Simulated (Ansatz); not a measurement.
**SiO$_{2}$ under pressure: fit and missing row**

SiO$_{2}$, I4/mmm, a = 9.011 Å, c = 5.273 Å. This isn't the usual stable structure of the compound. Ansatz: PBE, PAW, 420 eV, Γ-centred 6×6×6 mesh on 12 atoms, Gaussian smearing 0.02 eV; no spin polarisation. Cell and atoms are relaxed at each pressure, and no other structure is tried, so the rows at high pressure may lie past a change of phase.

```
V (Å³/atom) P (GPa)
          ?    24.99
     16.396    11.99
     17.302     4.02
     17.696     1.00
     17.838    -0.03
     17.978    -1.01
```

Task: Take V0 = 17.838 Å³/atom, count pressures from its P0 = -0.03 GPa, fit the third-order Birch–Murnaghan form to the other rows, and predict the missing volume.

Result: With the Eulerian strain f = ½[(V0/V)^(2/3) − 1] and y = (P − P0)/[3f(1 + 2f)^(5/2)], the form is the line y = B0 + 1.5 B0 (B0′ − 4) f. Rows (f, y): 0.02890, 120.5; 0.01027, 124.9; 0.00267, 126.9; -0.00260, 127.3. Means f = 0.009810, y = 124.90; Σ(Δf)² = 0.0005696, ΣΔfΔy = -0.1281; the slope is their ratio. y = 127.1 − 224.8 f GPa, so B0 = 127.1 GPa and B0′ = 4 + 2 × (-224.8)/(3 × 127.1) = 2.82. P = 24.99 GPa is met at f = 0.05587 (y = 114.54), so V = V0 (1 + 2f)^(−3/2) = 15.217 Å³/atom. The run gave 15.081 Å³/atom, so the fit is 0.136 Å³/atom too high, 4.7 % of the span of the series, against an rms of 0.0008 Å³/atom on the fitted rows. The row lies outside the fitted range. The points of y bend away from a line: a fourth-order term fitted to them gives P = 25.82 GPa at this row's volume (the line 26.71, the run 24.99).